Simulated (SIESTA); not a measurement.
Crystal: NiO2.

```
CELL_PARAMETERS angstrom
1.40213 0.80952 6.97429
-1.40213 0.80952 6.97429
0.00000 -1.61904 6.97429
ATOMIC_POSITIONS crystal
Ni 0.00000 0.00000 0.00000
O 0.37879 0.37879 0.37879
O 0.62121 0.62121 0.62121
```

The cell comes from a database or a generator and needn't be the stable form of this composition.

Base run:

| Property | Result |
| --- | --- |
| Program | SIESTA 5.4.2 |
| Functional | PBEsol |
| Potentials or basis | PseudoDojo 0.4 standard (PBEsol files) |
| Basis | DZP (energy shift 0.003 Ry; two zetas on semicore shells) |
| Grid cutoff | 800 Ry |
| Energy shift | 0.003 Ry |
| k mesh | 11 × 11 × 11 |
| Occupations | fermi-dirac, width 0.05 eV |
| Spin | collinear spin, ferromagnetic start |
| Starting moments | [1.0, 0.0, 0.0] μB |

Its results: band gap on the k mesh 1.20 eV, indirect (least direct gap 1.47 eV); pressure -2.1 GPa; net moment 0.00 μB per cell; largest force 0.172 eV/Å.

Q: The run is repeated on the same cell with these changes: functional from PBEsol to LDA; potentials or basis from PseudoDojo 0.4 standard (PBEsol files) to PseudoDojo 0.4 standard (LDA files). What comes out?

A: Band gap on the k mesh 1.15 eV, indirect (least direct gap 1.43 eV); pressure -6.0 GPa; net moment 0.00 μB per cell; largest force 0.619 eV/Å.

Caveats: short orbitals over semicore shells can move pressures by several GPa; the basis of atomic orbitals isn't converged, which shifts pressures, moduli and gaps.

Not every run made on this cell is shown here.
